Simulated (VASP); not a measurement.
Runs of VASP 6.6.1 on Si. The structure is trigonal, space group R-3 (No. 148). The conventional cell has a = 9.426 Å, b = 9.426 Å, c = 5.652 Å, α = 90.00°, β = 90.00°, γ = 120.00°. Around Si (site symmetry 1) lie 4 Si at 2.34 to 2.38 Å. Si (site symmetry 3) is surrounded by 4 Si at 2.38 to 2.41 Å. This isn't the form of Si at room conditions, which is diamond.

```csv
task,level,potentials or basis,cell,cutoff (eV),smearing,gap on the mesh (eV),pressure (GPa),largest force (eV/Å)
relaxation of cell and atoms,PBE+ULG,"VASP PAW PBE potentials, release 64 (Si)",relaxed from: cell strained at random at fixed volume,600,fermi-dirac 0.05 eV,none,0.0,0.01
density of states,PBE+TS,"VASP PAW PBE potentials, release 64 (Si)",as given,520,gaussian 0.01 eV,none,(a),0.10
electrostatic potential,BLYP+D3,"VASP PAW PBE potentials, release 64 (Si)",as given,520,gaussian 0.05 eV,none,4.1,(b)
single point,PBE,"VASP PAW PBE potentials, release 54 (Si)",as given,520,gaussian 0.1 eV,none,(c),0.15
optical spectrum,optB88-vdW,"VASP PAW PBE potentials, release 64 (Si)",as given,520,fermi-dirac 0.05 eV,none,1.9,0.12
```

Alike in all rows: no spin polarisation; k mesh 6 × 6 × 6.

Fill in the values left out.

(a) -0.4; (b) 0.08; (c) 0.9.

Caveats: pairwise dispersion overbinds metals, which lowers pressure and volume (some runs); atom-pairwise D2, TS and ULG terms overbind metals (some runs); the PAW data sets were made with another functional, which shifts forces and pressure a little (some runs); spectra need much finer meshes, so this one isn't converged (some runs); independent-particle spectra lack excitons (some runs); the intraband (Drude) part of a metal's response may be missing (some runs).

A gap of «none» marks a metal or a gap under the smearing width.
